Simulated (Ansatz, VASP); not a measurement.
One calculation of Ag, two programs

File INCAR:

```
PREC = Accurate
ENCUT = 520
EDIFF = 1E-6
ISMEAR = 1
SIGMA = 0.2
LREAL = F
LASPH = T
NELM = 150
ALGO = Normal
ISIF = 2
LWAVE = F
LCHARG = F
LNONCOLLINEAR = T
MAGMOM = 0 0 0
LORBIT = 11
LSORBIT = T
GGA_COMPAT = F
LORBMOM = T
LMAXMIX = 4
GGA = B5
ALDAX = 1.0
AGGAX = 1.0
AGGAC = 1.0
ALDAC = 0.0
IVDW = 12
VDW_S6 = 1.0
VDW_S8 = 2.6996
VDW_A1 = 0.4298
VDW_A2 = 4.2359
NBANDS = 22
```

KPOINTS

```
Automatic mesh
0
Gamma
  8 8 8
```

The input POSCAR:

```
Ag
1.0
   -1.6556540000      1.6556540000      1.6556540000
    1.6556540000     -1.6556540000      1.6556540000
    1.6556540000      1.6556540000     -1.6556540000
Ag
1
Direct
    0.0000000000      0.0000000000      0.0000000000
```

input.yaml

```yaml
crystal:
  lattice:
    - [-1.655654, 1.655654, 1.655654]
    - [1.655654, -1.655654, 1.655654]
    - [1.655654, 1.655654, -1.655654]
  atoms:
    - { symbol: Ag, position: [0.0, 0.0, 0.0] }
kpoints:
  mp_grid: { grid: [8, 8, 8] }
scf:
  occupations: { method: methfessel_paxton, width: 0.2 }
hamiltonian:
  xc: blyp
  dispersion: d3bj
  pseudopotentials: { kind: all_electron, lapw: { basis_error: 0.001 } }
magnetization:
  noncollinear: true
  spin_orbit: true
output:
  forces: true
  stress: true
  eigenvalues: true
```

This isn't the form of Ag at room conditions, which is fcc.

Alike in both runs: task single point; functional BLYP; dispersion D3(BJ); k mesh 8 × 8 × 8; occupations methfessel-paxton of order 1, width 0.2 eV; non-collinear spin, spin-orbit coupling.

|  | VASP | Ansatz |
| --- | --- | --- |
| version | VASP 6.6.1 | Ansatz 0.2.0 |
| potentials or method | VASP PAW PBE potentials, release 64 (Ag) | all-electron LAPW, relativistic spinors |
| plane-wave cutoff (eV) | 520 | see its input |

VASP gave:

```
gap on the k mesh at the Fermi level (eV) : none
pressure (GPa)                            : -5.2
net moment per atom (μB)                  : 0.00
dispersion energy (meV/atom)              : -1259.2
```

**Question.** Estimate Ansatz's values.

**Answer.** gap on the k mesh at the Fermi level (eV): none; pressure (GPa): -5.4; net moment per atom (μB): 0.00; dispersion energy (meV/atom): -1259.3.

A gap of «none» marks a metal or a gap that the smearing closes. Ansatz ran all-electron here, so the differences hold the error of VASP's frozen core and of both bases.

Caveats: the PAW data sets were made with another functional, which shifts forces and pressure a little (VASP); the k mesh is thin for a metal, which can move the energy by tens of meV per atom (Ansatz); pairwise dispersion overbinds metals, which lowers pressure and volume (Ansatz).
